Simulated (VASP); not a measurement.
# MgO (Fm-3m) in VASP: Born charges and dielectric tensor with LDA

Aim: the Born charges and dielectric tensor of MgO with LDA.

Program: VASP 6.6.1. These are calculated values, not measurements. Logs are shortened: lines on timing, memory, paths and dates and some standing lists are left out, and cuts for length are marked.

### Step 1. Starting point

Symmetry: Fm-3m, No. 225, cubic system. Conventional cell: a = 4.143 Å, b = 4.143 Å, c = 4.143 Å, α = 90.00°, β = 90.00°, γ = 90.00°. Mg (site symmetry m-3m) is surrounded by 6 O at 2.07 Å. O (site symmetry m-3m) has 6 Mg at 2.07 Å as nearest neighbours.

### Step 2. Born charges and dielectric tensor, LDA

Input file INCAR:

```
SYSTEM = MgO
  PREC = Accurate
  ENCUT = 600
  EDIFF = 1E-8
  ISMEAR = 0
  SIGMA = 0.02
  LREAL = .False.
  LASPH = .True.
  NELM = 60
  ALGO = Normal
  ISIF = 2
  LWAVE = .False.
  LCHARG = .False.
  LEPSILON = .True.
  IBRION = 8
  NSW = 1
```

Input file KPOINTS:

```
regular mesh
0
Gamma
  4 4 4
  0 0 0
```

Input file POSCAR:

```
MgO
1.0
    0.0000000000      2.0715800000      2.0715800000
    2.0715800000      0.0000000000      2.0715800000
    2.0715800000      2.0715800000      0.0000000000
Mg O
1 1
Direct
    0.0000000000      0.0000000000      0.0000000000
    0.5000000000      0.5000000000      0.5000000000
```

Potentials or basis: VASP PAW LDA potentials, release 64 (Mg, O).

Launch:

```console
> cat potpaw_LDA.64/Mg/POTCAR potpaw_LDA.64/O/POTCAR > POTCAR
> mpirun -np 1 vasp_std > vasp.out
```

OUTCAR:

```text
SYSTEM = MgO
   PREC = Accurate
   ENCUT = 600
   EDIFF = 1E-8
   ISMEAR = 0
   LREAL = .False.
   LASPH = .True.
   NELM = 60
   ISIF = 2
   LEPSILON = .True.
   IBRION = 8
   NSW = 1

 ion  position               nearest neighbor table
   1  0.000  0.000  0.000-   2 2.07   2 2.07   2 2.07   2 2.07   2 2.07   2 2.07
   2  0.500  0.500  0.500-   1 2.07   1 2.07   1 2.07   1 2.07   1 2.07   1 2.07

  LATTYP: Found a face centered cubic cell.
 ALAT       =     4.1431600000

  Lattice vectors:

 A1 = (   0.0000000000,   2.0715800000,   2.0715800000)
 A2 = (   2.0715800000,   0.0000000000,   2.0715800000)
 A3 = (   2.0715800000,   2.0715800000,   0.0000000000)

Analysis of symmetry for initial positions (statically):
=====================================================================
 Subroutine PRICEL returns:
 Original cell was already a primitive cell.

 Routine SETGRP: Setting up the symmetry group for a
 face centered cubic supercell.

 Subroutine GETGRP returns: Found 48 space group operations
 (whereof 48 operations were pure point group operations)
 out of a pool of 48 trial point group operations.

The static configuration has the point symmetry O_h .

Analysis of symmetry for dynamics (positions and initial velocities):
=====================================================================
 Subroutine PRICEL returns:
 Original cell was already a primitive cell.

 Routine SETGRP: Setting up the symmetry group for a
 face centered cubic supercell.

 Subroutine GETGRP returns: Found 48 space group operations
 (whereof 48 operations were pure point group operations)
 out of a pool of 48 trial point group operations.

The dynamic configuration has the point symmetry O_h .

 Subroutine INISYM returns: Found 48 space group operations
 (whereof 48 operations are pure point group operations),
 and found     1 'primitive' translations

[... 304 lines left out ...]

 MACROSCOPIC STATIC DIELECTRIC TENSOR (including local field effects in DFT)
 ------------------------------------------------------
           3.291457    -0.000000    -0.000000
          -0.000000     3.291457     0.000000
           0.000000    -0.000000     3.291457
 ------------------------------------------------------

 PIEZOELECTRIC TENSOR (including local field effects)  for field in x, y, z        (e  Angst)
          XX          YY          ZZ          XY          YZ          ZX
  --------------------------------------------------------------------------------
  x     0.00000     0.00000     0.00000     0.00000     0.00000     0.00000
  y     0.00000     0.00000     0.00000     0.00000     0.00000     0.00000
  z     0.00000     0.00000     0.00000     0.00000     0.00000     0.00000

 PIEZOELECTRIC TENSOR (including local field effects)  for field in x, y, z        (C/m^2)
          XX          YY          ZZ          XY          YZ          ZX
  --------------------------------------------------------------------------------
  x     0.00000     0.00000     0.00000     0.00000     0.00000     0.00000
  y     0.00000     0.00000     0.00000     0.00000     0.00000     0.00000
  z     0.00000     0.00000     0.00000     0.00000     0.00000     0.00000

 BORN EFFECTIVE CHARGES (including local field effects) (in |e|, cummulative output)
 ---------------------------------------------------------------------------------
 ion    1
    1     1.99310     0.00000     0.00000
    2     0.00000     1.99310    -0.00000
    3     0.00000    -0.00000     1.99310
 ion    2
    1    -1.99310    -0.00000    -0.00000
    2    -0.00000    -1.99310     0.00000
    3    -0.00000     0.00000    -1.99310

 INTERNAL STRAIN TENSOR FOR ION    2 for displacements in x,y,z  (eV/Angst):
          X           Y           Z          XY          YZ          ZX
  --------------------------------------------------------------------------------
  x     0.00000     0.00000     0.00000     0.00000     0.00000     0.00000
  y     0.00000     0.00000     0.00000     0.00000     0.00000     0.00000
  z     0.00000     0.00000     0.00000     0.00000     0.00000     0.00000

 SECOND DERIVATIVES (NOT SYMMETRIZED)
 ------------------------------------
               1X          1Y          1Z          2X          2Y          2Z
  1X    -6.399820    0.000000    0.000000    6.399820    0.000000    0.000000
  1Y     0.000000   -6.399820    0.000000    0.000000    6.399820    0.000000
  1Z     0.000000    0.000000   -6.399820    0.000000    0.000000    6.399820
  2X     6.394922    0.000000    0.000000   -6.394922    0.000000    0.000000
  2Y     0.000000    6.394922    0.000000    0.000000   -6.394922    0.000000
  2Z     0.000000    0.000000    6.394922    0.000000    0.000000   -6.394922

 Eigenvectors and eigenvalues of the dynamical matrix
 ----------------------------------------------------

   1 f  =   12.729344 THz    79.980829 2PiTHz  424.605219 cm-1    52.644314 meV
             X         Y         Z           dx          dy          dz
      0.000000  0.000000  0.000000    -0.630203   -0.000000    0.000000
      2.071580  2.071580  2.071580     0.776430    0.000000    0.000000
[... 21 lines left out ...]
   6 f/i=    0.002385 THz     0.014983 2PiTHz    0.079541 cm-1     0.009862 meV
             X         Y         Z           dx          dy          dz
      0.000000  0.000000  0.000000     0.034865    0.715343   -0.299855
      2.071580  2.071580  2.071580     0.028299    0.580621   -0.243383

--------------------------------------------------------------------------------------------------------

 MACROSCOPIC STATIC DIELECTRIC TENSOR IONIC CONTRIBUTION
 ------------------------------------------------------
           6.319557    -0.000000    -0.000000
          -0.000000     6.319557    -0.000000
          -0.000000    -0.000000     6.319557
 ------------------------------------------------------

 ELASTIC MODULI CONTR FROM IONIC RELAXATION (kBar)
 Direction    XX          YY          ZZ          XY          YZ          ZX
 --------------------------------------------------------------------------------
 XX           0.0000      0.0000      0.0000      0.0000      0.0000      0.0000
 YY           0.0000      0.0000      0.0000      0.0000      0.0000      0.0000
 ZZ           0.0000      0.0000      0.0000      0.0000      0.0000      0.0000
 XY           0.0000      0.0000      0.0000      0.0000      0.0000      0.0000
 YZ           0.0000      0.0000      0.0000      0.0000      0.0000      0.0000
 ZX           0.0000      0.0000      0.0000      0.0000      0.0000      0.0000
 --------------------------------------------------------------------------------

 PIEZOELECTRIC TENSOR IONIC CONTR  for field in x, y, z        (C/m^2)
          XX          YY          ZZ          XY          YZ          ZX
  --------------------------------------------------------------------------------
  x     0.00000     0.00000     0.00000     0.00000     0.00000     0.00000
  y     0.00000     0.00000     0.00000     0.00000     0.00000     0.00000
  z     0.00000     0.00000     0.00000     0.00000     0.00000     0.00000
```

stdout:

```text
POSCAR found type information on POSCAR MgO
 POSCAR found :  2 types and       2 ions
 scaLAPACK will be used
 LDA part: xc-table for (Slater(with rela. corr.)+CA(PZ))
 , standard interpolation
 POSCAR, INCAR and KPOINTS ok, starting setup
 FFT: planning ... GRIDC
 FFT: planning ... GRID_SOFT
 FFT: planning ... GRID
[... 24 lines left out ...]
 Linear response to external field, progress :
  Direction:   3
 dielectric tensor                  component  3 :     0.261     0.156     3.291
 Linear response DOF=           2
 Linear response progress:
 first order change of Fermi-energy   0.47456E-04
 force on displaced ion       1 direction 1 :  -6.400   0.000   0.000
 Born effective charge ion    1 direction 1 :   1.939   0.000   0.000
 Linear response progress:
 first order change of Fermi-energy   0.39379E-03
 force on displaced ion       2 direction 1 :  -6.395   0.000   0.000
 Born effective charge ion    2 direction 1 :  -2.047   0.000   0.000
 Born effective charges drift removed
 Linear response finished
```

Run time: 20 s. Hardware: 1 thread of Intel Xeon Platinum 8488C (Sapphire Rapids), shared host; peak memory 0.14 GiB.

Results:

| Property | Result |
| --- | --- |
| Band gap on the k mesh | 5.15 eV, direct |
| Electronic dielectric tensor (diagonal) | 3.29 |
| Born charges (mean of the diagonal) | Mg +1.99; O -1.99 e |
| Highest phonon frequency at Γ, LO-TO splitting left out | 425 cm⁻¹ |

Phonon frequencies in cm⁻¹ (negative: imaginary):
| q point | frequencies |
| --- | --- |
| (0.000, 0.000, 0.000) | 0 0 0 425 425 425 |

Electronic dielectric tensor:
```
3.29 0.00 0.00
0.00 3.29 0.00
0.00 0.00 3.29
```

Born effective charge tensors (e):
atom 1, Mg
```
1.99 0.00 0.00
0.00 1.99 0.00
0.00 0.00 1.99
```
atom 2, O
```
-1.99  0.00  0.00
 0.00 -1.99  0.00
 0.00  0.00 -1.99
```

Caveat: the k mesh is coarse (spacing up to 0.66 Å⁻¹), so the values aren't converged.
